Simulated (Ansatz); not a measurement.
# MgO, space group P6_3/mmc: a calculation of the dielectric tensor and Born charges

Computed with the Python package of Ansatz (0.2.0).

Contents of `mgo.xyz`:
```text
4
Lattice="3.48637786 0.0 0.0 -1.74318893 3.0192918 0.0 0.0 0.0 4.17804122" Properties=species:S:1:pos:R:3 pbc="T T T"
Mg    1.74318895    1.00643059    3.13353091
Mg   -0.00000002    2.01286121    1.04451030
O     1.74318895    1.00643059    1.04451030
O    -0.00000002    2.01286121    3.13353091
```

Run as a notebook:

```python
import warnings

import ansatz as az
import numpy as np
```

```python
warnings.simplefilter("ignore", az.DeckWarning)
```

```python
xtal = az.Crystal.from_extxyz("mgo.xyz")
```

```python
# an insulator: whole occupations
calc = xtal.calculation().functional("pbesol").kpoints(6).occupations("fixed").dielectric()
outcome = calc.run(threads=1)
response = outcome.dielectric
eps = np.asarray(response.eps_inf)
```

```python
print(f"mean eps_inf {np.trace(eps) / 3:.3f}, fraction of exact exchange 1/eps = {3 / np.trace(eps):.3f}")
print(np.array2string(eps, precision=3, suppress_small=True))
for site, z in zip(outcome.lattice.sites, response.zstar_e):
    print(f"{site.symbol:2s} Z* trace/3 = {np.trace(z) / 3:+.3f} e")
print(f"charge neutrality missed by {response.zstar_sum_residual_pre_e:.4f} e before the sum rule")
```

    mean eps_inf 3.050, fraction of exact exchange 1/eps = 0.328
    [[3.043 0.    0.   ]
     [0.    3.043 0.   ]
     [0.    0.    3.063]]
    Mg Z* trace/3 = +1.850 e
    Mg Z* trace/3 = +1.850 e
    O  Z* trace/3 = -1.850 e
    O  Z* trace/3 = -1.850 e
    charge neutrality missed by 0.0009 e before the sum rule

Caveats:
- The Fermi level of a run with fixed occupations marks the highest occupied state on its mesh, not mid-gap.
- Averages over directions belong to no single polarisation, least of all in layered crystals.
- Pressure is positive in compression.
- The structure comes from a database of computed cells and needn't be a stable or known phase.
- This is the electronic (clamped-ion) response; a semilocal gap that is too small tends to raise it. The typed mesh is that of the SCF; the response is solved on denser meshes that the run picks.
- It ran for 54 s on 1 thread of Arm Neoverse V2, on a shared host, peak memory 0.6 GiB.
